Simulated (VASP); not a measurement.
Wanted: the native input for a VASP 6.6.1 run.

| Item | Value |
| --- | --- |
| Task | electric field gradients |
| Functional | PBE |
| Potentials or basis | VASP PAW PBE potentials, release 64 (Sn_d, Se) |
| Cutoff | 520 eV |
| k mesh | 11 × 11 × 11 |
| Occupations | fermi-dirac, width 0.05 eV |
| Spin | no spin polarisation |
| Dipole correction | no |
| Further INCAR settings | ALGO = Normal; EDIFF = 1e-08; NBANDS = 17 |

The structure of SnSe lies in POSCAR:

```
SnSe
1.0
    0.0000000000      3.0500492257      3.0500492257
    3.0500492257      0.0000000000      3.0500492257
    3.0500492257      3.0500492257      0.0000000000
Sn Se
1 1
Direct
    0.0000000000      0.0000000000      0.0000000000
    0.5000000000      0.5000000000      0.5000000000
```

Measurements of this composition are mostly on another form, of space group No. 62.

The cell isn't the ideal one: functional pbe, volume scaled by 1.04, PAW files.

The input as run:

INCAR

```
SYSTEM = SnSe
  PREC = Accurate
  ENCUT = 520
  EDIFF = 1E-8
  ISMEAR = -1
  SIGMA = 0.05
  LREAL = .False.
  LASPH = .True.
  NELM = 100
  ALGO = Normal
  ISIF = 2
  LWAVE = .False.
  LCHARG = .False.
  GGA = PE
  LEFG = .True.
  NBANDS = 17
```

KPOINTS

```
Automatic mesh
0
Gamma
  11 11 11
  0 0 0
```

Potentials or basis: VASP PAW PBE potentials, release 64 (Sn_d, Se).

Launch:

```console
$ cat potpaw_PBE.64/Sn_d/POTCAR potpaw_PBE.64/Se/POTCAR > POTCAR
$ mpirun -np 1 vasp_std > vasp.out
```

It gave:

```yaml
Pressure: -0.9 GPa
```

Wall time 37 s on 1 thread of Intel(R) Xeon(R) Platinum 8488C (Sapphire Rapids) (shared host), peak memory 0.2 GiB.
